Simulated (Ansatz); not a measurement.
The reference is BaSnO$_{3}$ in the cubic perovskite structure (space group Pm-3m, No. 221; a = 4.176 Å).

All numbers come from PBE (Ansatz, an electronic-structure program, PAW, no SOC).

Base values:

| Property | Value |
|---|---|
| Band gap | 0.48 eV |
| Lattice parameter a | 4.176 Å |
| Smallest direct gap | 0.97 eV |

Now apply this change: a hydrostatic pressure of 0.9 GPa.

### Question
What happens to the band gap?

### Answer
The band gap increases by 0.08 eV (0.48 eV → 0.56 eV).

### Question
Estimate the effect on the lattice parameter a.

### Answer
The lattice parameter a drops by 0.009 Å, from 4.176 Å to 4.167 Å.

### Question
Predict the new smallest direct gap.

### Answer
The smallest direct gap grows by 0.08 eV, from 0.97 eV to 1.05 eV.

Load acts through the strain it causes; cell and atoms are relaxed under it. Whether these cells are dynamically stable was not tested.
